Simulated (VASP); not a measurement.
Wanted: the native input for a VASP 6.6.1 run.

```
Task                   : single point
Functional             : RPBE
Potentials or basis    : VASP PAW PBE potentials, release 64 (Pb_d)
Cutoff                 : 520 eV
k mesh                 : 9 × 9 × 9
Occupations            : tetrahedron
Spin                   : collinear spin, typed start
Starting moments       : [1.0] μB
Fixed moment           : 1 μB
Dipole correction      : no
Further INCAR settings : ALGO = Normal; EDIFF = 1e-06; NBANDS = 17
```

The structure of Pb lies in POSCAR:

```
Pb
1.0
   -2.0184862782      2.0184862782      2.0184862782
    2.0184862782     -2.0184862782      2.0184862782
    2.0184862782      2.0184862782     -2.0184862782
Pb
1
Direct
    0.0000000000      0.0000000000      0.0000000000
```

This isn't the form of Pb at room conditions, which is fcc.

The cell isn't the ideal one: volume scaled by 1.06.

One way to write it, as run:

INCAR

```
SYSTEM = Pb
ALGO     = Normal         ! electronic algorithm
EDIFF    = 1E-6           ! SCF threshold, eV
ENCUT    = 520            ! plane-wave cutoff, eV
GGA      = RP             ! functional
ISIF     = 2              ! what is computed and relaxed
ISMEAR   = -5             ! smearing method
ISPIN    = 2              ! spin polarisation
LASPH    = .True.         ! aspherical terms in the spheres
LCHARG   = .False.        ! write CHGCAR
LORBIT   = 11             ! projections on sites
LREAL    = .False.        ! projectors in reciprocal space
LWAVE    = .False.        ! write WAVECAR
MAGMOM   = 1              ! initial moments
NBANDS   = 17             ! bands
NELM     = 150            ! most SCF steps
NUPDOWN  = 1.0            ! fixed moment
PREC     = Accurate       ! precision mode
SIGMA    = 0.05           ! smearing width, eV
```

KPOINTS

```
k-points
0
Gamma
  9 9 9
  0 0 0
```

Potentials or basis: VASP PAW PBE potentials, release 64 (Pb_d).

Command:

```console
$ cat potpaw_PBE.64/Pb_d/POTCAR > POTCAR
$ mpirun -np 1 vasp_std > vasp.out
```

It gave:

* Pressure: 3.4 GPa
* Net moment: 1.00 μB per cell
* Site moments: Pb +0.41 μB
* Valence electrons inside the program's atomic spheres: Pb 11.94

Caveat: the PAW data sets were made with another functional, which shifts forces and pressure a little; the total moment is fixed, so each spin has its own Fermi level.

It took 73 s on 1 thread of Intel(R) Xeon(R) Platinum 8375C CPU @ 2.90GHz (Ice Lake), with other jobs on the host, peak memory 0.19 GiB.
